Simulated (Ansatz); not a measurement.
# What DFT gives for TiPbO3

```
CELL_PARAMETERS angstrom
3.95352 3.95352 0.00000
0.00000 3.95352 4.19290
3.95352 0.00000 4.19290
ATOMIC_POSITIONS crystal
Pb 0.00000 0.00000 0.00000
Pb 0.50000 0.50000 0.50000
Ti 0.23160 0.26840 0.26840
Ti 0.73160 0.76840 0.76840
O 0.44500 0.05500 0.05500
O 0.94500 0.55500 0.55500
O 0.44550 0.55450 0.05450
O 0.94550 0.05450 0.55450
O 0.44550 0.05450 0.55450
O 0.94550 0.55450 0.05450
```

Level: r2SCAN, with U_eff = 6.17 eV on Ti d (all-electron-ortho-atomic projectors), collinear spin; 500 eV; 5×5×5 Γ-centred mesh; methfessel-paxton occupations (width 0.0107 eV); Ansatz 0.2.0, fixed geometry.

The state carries no moments; the state need not be the lowest.

Task: What is the band gap?

Result: The gap is 3.16 eV, indirect or between spins (the least direct gap found is 3.41 eV).

Task: Describe some of the short contacts.

Result: Ti–O at 1.79 Å: least valence density 1.13 e/Å³ and ELF 0.30 there. Pb–O at 2.57 Å: least valence density 0.26 e/Å³ and ELF 0.14 there, a closed-shell (ionic or weak) contact. These are pseudo-fields; inside the PAW spheres they differ from the all-electron ones.

Task: What does the stress say?

Result: The pressure is -3.3 GPa (compression positive), so with the atoms held at these fractions the cell would first shrink. The principal stresses -4.0, -4.0, -2.1 GPa differ, so its shape would change too.

Task: What is the character of the valence top and the conduction bottom?

Result: Within 0.7 eV of the edges, the states project mainly on O p (82 %) below the gap and on Ti d (79 %) above it.

Task: How is the charge shared?

Result: Bader charges in e: Ti +2.50, Pb +1.42, O -1.33 to -1.26. In the mean Ti gives up most and O takes most.

Origin: a database entry at a rescaled volume. Caveats: the input typed no starting moments; no spin-orbit coupling, which can shift this gap by tenths of an eV; the mesh misses a band edge that the path finds.
